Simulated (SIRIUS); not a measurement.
PbF2 (Fluorocronite) under changes of volume

One of the cells (17.701 Å³/atom); the others are scaled copies at fixed shape and fractional positions:

```
Pb F
1.0
     0.00000    2.98329    2.98329
     2.98329    0.00000    2.98329
     2.98329    2.98329    0.00000
Pb F
1 2
Direct
  0.00000 0.00000 0.00000
  0.75000 0.75000 0.75000
  0.25000 0.25000 0.25000
```

* Program: SIRIUS 7.10.0
* Functional: PBEsol
* Potentials or basis: PseudoDojo 0.4.1 PBEsol standard (scalar relativistic)
* Cutoff: 1152 eV
* Density cutoff: 4606 eV
* k mesh: 8 × 8 × 8
* Occupations: fermi-dirac, width 0.05 eV
* Spin: no spin polarisation

```csv
volume (Å³/atom),energy over the lowest point (meV/atom),pressure (GPa),gap on the mesh (eV)
16.313,9.72,4.1,4.29
16.660,?,?,?
17.007,0.00,0.5,4.31
17.701,4.31,-2.4,4.32
18.048,10.77,-3.6,4.32
18.395,19.69,-4.6,4.31
```

Q: What does the run at 16.660 Å³/atom give?

A: Energy over the lowest point 2.89 meV/atom; pressure 2.2 GPa; gap on the mesh 4.30 eV.

Worked out: A Birch-Murnaghan fit of order 3 (a polynomial in V^(-2/3)) to the other rows has its minimum at 17.12 Å³/atom with B0 = V·E''(V) = 77 GPa and B' = 4.8. It gives 2.89 meV/atom at 16.660 Å³/atom, against the run's 2.89, and -dE/dV = 2.2 GPa, against 2.2. A parabola through the other rows of the gap, of slope 0.553 eV per unit of ln V there, gives 4.30 eV, against the run's 4.30.

Energies are extrapolated to zero smearing.

Caveats: spin-orbit coupling is left out, which as a rule narrows the gap of such compounds by several tenths of an eV.

A mesh can miss the band edges.
